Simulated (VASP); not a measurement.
# Cu in VASP: further runs, part 2 of 2

VASP 6.6.1. Earlier steps stand in the parts before.

## Step 5: The runs side by side

| level | gap on the mesh (eV) | largest force (eV/Å) |
| --- | --- | --- |
| PBE+D3(BJ) | none | 0.18 |
| optB86b-vdW | none | 0.23 |
| rev-vdW-DF2 | none | 0.23 |

Alike in all rows: task single point; potentials or basis VASP PAW PBE potentials, release 64 (Cu); no spin polarisation; cell as given; k mesh 4 × 4 × 1; cutoff (eV) 400; smearing methfessel-paxton 0.1 eV.

Every run on the cell as given and a fine mesh finds a metal.

Caveats: the PAW data sets were made with another functional, which shifts forces and pressure a little (some runs).

Absolute energies hang on the potentials; compare differences alone.
